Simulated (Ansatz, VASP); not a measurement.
## Sn in VASP and in Ansatz

```xyz
2
Lattice="0.0000 3.2333 3.2333 3.2333 0.0000 3.2333 3.2333 3.2333 0.0000" Properties=species:S:1:pos:R:3 pbc="T T T"
Sn    0.0647    0.0647    0.0000
Sn    1.6167    1.6167    1.6167
```

This isn't the form of Sn at room conditions, which is tetragonal (white tin).

Alike in both runs: task single point; functional PBE; k mesh 5 × 5 × 5; occupations fermi-dirac, width 0.1 eV; no spin polarisation.

|  | VASP | Ansatz |
| --- | --- | --- |
| version | VASP 6.6.1 | Ansatz 0.2.0 |
| potentials or method | VASP PAW PBE potentials, release 64 (Sn_d) | plane waves, PAW |
| plane-wave cutoff (eV) | 520 | 463 |
| valence electrons in the cell | 28 | 28 |

Ansatz gave:

- rms of the force components (eV/Å): 0.426

**Question.** What did VASP give for the same quantities?

**Answer.** rms of the force components (eV/Å): 0.425.

Atom by atom the forces differ by 0.001 eV/Å (rms over components).
